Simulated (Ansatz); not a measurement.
Crystal: ZnS.

```
Zn S
1.0
     0.00000    2.70200    2.70200
     2.70200    0.00000    2.70200
     2.70200    2.70200    0.00000
Zn S
1 1
Direct
  0.75000 0.75000 0.75000
  0.00000 0.00000 0.00000
```

Base run:

```yaml
Program: Ansatz 0.2.0
Functional: HSE06 form with a typed share of exact exchange
Potentials_or_basis: Ansatz PAW
Cutoff: "420 eV (not typed: the program's choice for these potentials)"
k_mesh: 5 × 5 × 5
Occupations: fermi-dirac, width 0.05 eV
Spin: no spin polarisation
```

Its results: band gap on the k mesh 3.50 eV, direct; pressure 0.9 GPa.

Task: The run is repeated on the same cell with these changes: screening (1/å) from 0.15 to 0.1. What comes out?

Result: Band gap on the k mesh 3.66 eV, direct; pressure 0.8 GPa.

Caveats: odd divisions of the mesh miss points on the zone boundary, where band edges often lie, so the gap on the mesh can be too wide; the PAW data sets come from PBE, with cores solved anew for the run's functional, which leaves a small shift of forces and pressure; the thresholds are loose for stress.

